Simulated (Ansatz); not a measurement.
**Equation of state of AlAs from a dense series**

```xyz
2
Lattice="0.0000 2.8304 2.8304 2.8304 0.0000 2.8304 2.8304 2.8304 0.0000" Properties=species:S:1:pos:R:3 pbc="T T T"
Al    0.0000    0.0000    0.0000
As    4.2456    4.2456    4.2456
```

Atoms are numbered in the order listed.

The cell is COD entry 1540257, as deposited and not checked against the literature; nothing was relaxed.

Level of theory: Ansatz 0.2.0, DFT, PBEsol, all-electron LAPW, scalar-relativistic.

The runs use a Γ-centred 10×10×10 k mesh, Fermi–Dirac smearing of 0.05 eV, basis error target 0.5 meV/atom, no spin polarisation.

The cell is scaled evenly. Fractional coordinates are held (clamped ions).

| V (Å³/atom) | P (GPa) |
| --- | --- |
| 21.314 | 5.75 |
| 21.326 | 5.69 |
| 21.768 | 3.82 |
| 22.221 | 2.08 |
| 22.448 | 1.28 |
| 22.675 | 0.52 |
| 22.902 | -0.20 |
| 23.128 | -0.89 |
| 24.035 | -3.30 |

(1) Fit a third-order Birch–Murnaghan curve to the pressures.

(2) Predict the pressure at the withheld volume, 23.582 Å³/atom.

## Answers

(1) P = (3B0/2)(y^(7/2) − y^(5/2))[1 + (3/4)(B0′ − 4)(y − 1)] with y = (V0/V)^(2/3) fits within 0.01 GPa for V0 = 22.837 Å³/atom, B0 = 71.9 GPa and B0′ = 4.25.

(2) There y = 0.9788, so the fit gives -2.16 GPa; the run gave -2.16 GPa.
